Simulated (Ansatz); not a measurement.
**ZnF2: all-electron results**

```
Zn F
1.0
     4.70380    0.00000    0.00000
     0.00000    4.70380    0.00000
     0.00000    0.00000    3.13360
Zn F
2 4
Cartesian
  0.0000 0.0000 0.0000
  2.3519 2.3519 1.5668
  1.4276 1.4276 0.0000
  0.9243 3.7795 1.5668
  3.2762 3.2762 0.0000
  3.7795 0.9243 1.5668
```

Atoms are numbered in the order listed.

The cell comes from COD entry 2103615, which wasn't checked; take it as a given geometry.

Methods: DFT, PBE, all-electron LAPW, scalar-relativistic (Ansatz 0.2.0); DFT, PBE, PAW with Ansatz's default frozen-core files, scalar-relativistic (Ansatz 0.2.0); DFT, PBE, all-electron PAW with datasets made for the crystal, scalar-relativistic (Ansatz 0.2.0).

For LAPW: a Γ-centred 4×4×6 k mesh, Fermi–Dirac smearing of 0.01 eV, basis error target 0.5 meV/atom, no spin polarisation. PAW takes a cutoff of 420 eV at this cell. The crystal-made all-electron datasets (AE datasets) take a cutoff of 440 eV at this cell. The Ansatz runs share mesh, smearing and spin set-up. Values come from LAPW unless marked.

* Pressure at this cell: 5.96 GPa
* Band gap: 3.61 eV, direct at Γ
* Stress xx, yy, zz (compression positive): 5.74, 5.74, 6.39 GPa
* Largest force: 0.042 eV/Å on F4
* Löwdin charges (with 0.26 e of the cell spilling out of the atomic basis, so their sizes and signs hang on that basis): Zn1 1.54, F3 -0.70 e
* Bader charges (from the PAW run): Zn1 +1.48, F3 -0.74 e
* Field gradients Vzz (crystal-made datasets): Zn1 2.13 (η = 0.13), F3 -8.87 (η = 0.40) in 10²¹ V/m²
* Volume per atom: 78.0 bohr³
